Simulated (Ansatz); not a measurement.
An elastic constant from a strain scan in Ag

Computed with DFT PBE, scalar-relativistic, plane waves, PAW in Ansatz 0.2.0. Settings: plane waves to 420 eV, k-mesh 20×20×20 (Γ-centred), Gaussian smearing 0.15 eV. No spin polarisation. Energies are free energies at this smearing, counted from the undisturbed cell; pressure is positive in compression.

The undisturbed cell (as given, not relaxed at this level; it stands at -0.7 GPa; this bcc form isn't the usual structure):

```
Ag
1.0
    -1.65565    1.65565    1.65565
     1.65565   -1.65565    1.65565
     1.65565    1.65565   -1.65565
Ag
1
Direct
  0.00000 0.00000 0.00000
```

The cell is strained by ε times the Voigt pattern (0, 0, 0, 1, 0, 0) (xx, yy, zz, yz, xz, xy; engineering shear) with fractional coordinates fixed. The cell holds 1 atom in V0 = 18.15 Å³. The stress column is τ = (1/V0) dE/dε, got from the stress tensor σ (compression positive) at each point as −det(1 + εP) σ : P(1 + εP)⁻¹, with P the pattern as a tensor.

| ε | ΔE (meV/atom) | τ (GPa) |
| --- | --- | --- |
| -0.1312 | 46.219 | -6.956 |
| -0.1125 | 32.783 | -5.730 |
| -0.0937 | 21.855 | -4.541 |
| -0.0750 | 13.426 | -3.428 |
| -0.0562 | 7.229 | -2.409 |
| -0.0375 | 3.097 | -1.509 |
| -0.0187 | 0.748 | -0.714 |
| 0.0000 | 0.000 | 0.000 |
| 0.0187 | 0.748 | 0.714 |
| 0.0375 | 3.097 | 1.509 |
| 0.0562 | 7.229 | 2.409 |
| 0.0750 | 13.426 | 3.428 |
| 0.0937 | 21.855 | 4.541 |
| 0.1125 | 32.783 | 5.730 |
| 0.1312 | 46.219 | 6.956 |
| 0.1500 | ? | ? |

Q: Which combination of elastic constants does this scan measure, and how large is it?

A: For small ε, τ = τ0 + Kε with K = pᵀCp, which for this pattern is C44 in the cubic axes. The parabola through τ at ε = -0.0187, 0 and 0.0187 has slope K = 38 GPa at zero. The energies per cell, E = NΔE, of the same two points give K = 2[E(ε₊)/ε₊ − E(ε₋)/ε₋]/[(ε₊ − ε₋)V0] = 38 GPa, in agreement.

Q: Predict the withheld row at ε = 0.1500 from the harmonic law, and compare.

A: ΔE = V0(τ0 ε + Kε²/2)/N = 48.654 meV/atom and τ = 5.73 GPa. The calculation gives 62.363 meV/atom and 8.20 GPa: the energy lies 28 % above the harmonic value.

In a metal these slopes depend on the k mesh and the smearing.